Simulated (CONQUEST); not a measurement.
LiF (Griceite) under changes of volume

One of the cells (8.169 Å³/atom); the others are scaled copies at fixed shape and fractional positions:

```
F Li
1.0
     2.84823    0.00000    0.00000
     0.00000    2.84823    0.00000
     0.00000    0.00000    4.02800
F Li
2 2
Direct
  0.00000 0.00000 0.50000
  0.50000 0.50000 0.00000
  0.00000 0.00000 0.00000
  0.50000 0.50000 0.50000
```

- Program: CONQUEST 1.3
- Functional: PBEsol
- Potentials or basis: PseudoDojo NC PBEsol, DZP, grid of 32 × 32 × 48 points
- k mesh: 9 × 9 × 7
- Occupations: fermi-dirac, width 0.05 eV
- Spin: no spin polarisation

```csv
volume (Å³/atom),energy over the lowest point (meV/atom),pressure (GPa),gap on the mesh (eV)
7.679,?,?,?
7.842,2.61,2.9,9.26
8.006,0.52,1.3,9.07
8.169,0.00,-0.2,8.89
8.333,1.02,-1.7,8.72
8.496,3.44,-2.9,8.55
8.659,6.96,-4.0,8.39
```

Question: What does the run at 7.679 Å³/atom give?

Answer: Energy over the lowest point 6.41 meV/atom; pressure 4.5 GPa; gap on the mesh 9.46 eV.

Worked out: A Birch-Murnaghan fit of order 3 (a polynomial in V^(-2/3)) to the other rows has its minimum at 8.14 Å³/atom with B0 = V·E''(V) = 74 GPa and B' = 4.1. It gives 6.56 meV/atom at 7.679 Å³/atom, against the run's 6.41, and -dE/dV = 4.8 GPa, against 4.5. A straight line through the other rows of the gap, of slope -8.77 eV per unit of ln V, extrapolates to 9.44 eV, against the run's 9.46.

Energies are extrapolated to zero smearing.

Caveats: an odd mesh through Γ misses points on the zone boundary, where band edges often lie; the basis of atomic orbitals isn't converged, which shifts pressures, moduli and gaps; the real-space grid breaks the cell's symmetry a little (some runs).
